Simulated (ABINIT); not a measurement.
The system is BaH2.

```
Ba H
1.0
     4.46203    0.00000    0.00000
    -2.23101    3.86423    0.00000
     0.00000    0.00000    6.05529
Ba H
2 4
Direct
  0.33333 0.66667 0.25000
  0.66667 0.33333 0.75000
  0.00000 0.00000 0.00000
  0.00000 0.00000 0.50000
  0.66667 0.33333 0.25000
  0.33333 0.66667 0.75000
```

The cell comes from a database or a generator and needn't be the stable form of this composition.

- Program: ABINIT 10.8.3 (patched build)
- Task: relaxation of cell and atoms
- Functional: PBEsol
- Potentials or basis: PseudoDojo NC SR PBEsol v0.4 stringent
- Cutoff: 980 eV
- k mesh: 5 × 5 × 4
- Occupations: fermi-dirac, width 0.05 eV
- Spin: no spin polarisation

At the start: pressure -2.0 GPa; volume 17.40 Å³/atom.

Problem. Where does the relaxation end?

Solution. Over 10 steps the energy falls by 7.6 meV/atom and the volume is 16.26 Å³/atom (-6.5 %); space group P6_3/mmc (No. 194, to 0.05 Å).

Step by step:
```
step  energy change (eV)  largest force (eV/Å)  pressure (GPa)  volume (Å³)
   1              0.0000                0.0000           -2.02       104.41
   2             -0.0078                0.0000           -1.84       103.76
   3             -0.0404                0.0000            0.13        97.96
   4             -0.0410                0.0000            0.00        98.27
   5             -0.0421                0.0000           -0.16        98.56
   6             -0.0440                0.0000           -0.27        98.57
   7             -0.0451                0.0000           -0.19        98.12
   8             -0.0454                0.0000           -0.06        97.70
   9             -0.0454                0.0000            0.00        97.58
  10             -0.0454                0.0000            0.00        97.58
```

Final structure:
```
Ba H
1.0
     4.39542    0.00000    0.00000
    -2.19771    3.80655    0.00000
     0.00000    0.00000    5.83210
Ba H
2 4
Direct
  0.33333 0.66667 0.25000
  0.66667 0.33333 0.75000
  0.00000 0.00000 0.00000
  0.00000 0.00000 0.50000
  0.66667 0.33333 0.25000
  0.33333 0.66667 0.75000
```
